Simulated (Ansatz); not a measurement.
# BaTiO3 (P4mm)

All numbers below come from DFT PBE, scalar-relativistic, plane waves, PAW (Ansatz).

Settings: cutoff 420 eV, Γ-centred mesh 8×8×8 on the computed 5-atom cell, Gaussian smearing of 0.02 eV; no spin polarisation.

The structure is relaxed at this level of theory with its symmetry kept. Whether it is the stable form of this composition wasn't checked.

```cif
data_structure
_symmetry_space_group_name_H-M 'P 1'
_symmetry_Int_Tables_number 1
_cell_length_a 3.9853
_cell_length_b 3.9853
_cell_length_c 4.2022
_cell_angle_alpha 90.000
_cell_angle_beta 90.000
_cell_angle_gamma 90.000
_cell_volume 66.74
loop_
_atom_site_label
_atom_site_type_symbol
_atom_site_fract_x
_atom_site_fract_y
_atom_site_fract_z
_atom_site_occupancy
Ba1 Ba 0.00000 0.00000 0.98930 1
Ti1 Ti 0.50000 0.50000 0.47205 1
O1 O 0.50000 0.50000 0.04088 1
O2 O 0.50000 0.00000 0.52038 1
O3 O 0.00000 0.50000 0.52038 1
```

```
Space group                                                       : P4mm (No. 99)
Volume per atom                                                   : 13.35 Å³
Formation energy from the elements' standard states (uncorrected) : -3.102 eV/atom
Kohn–Sham band gap                                                : 1.84 eV
Löwdin character of the top 1 eV of the valence band              : O 2p 94 %
Löwdin character of the lowest 1 eV of the conduction band        : Ti 3d 84 %, O 2p 12 %
Bader charges (e)                                                 : Ba (1 in the cell) 1.54, Ti (1 in the cell) 2.19, O (1 in the cell) -1.21, O (2 in the cell) -1.26
```

Spin-orbit coupling is left out, which matters for the bands of heavy elements.

A ferromagnetic start lost its moments in a first run, so spin was left out; other magnetic orders weren't tried.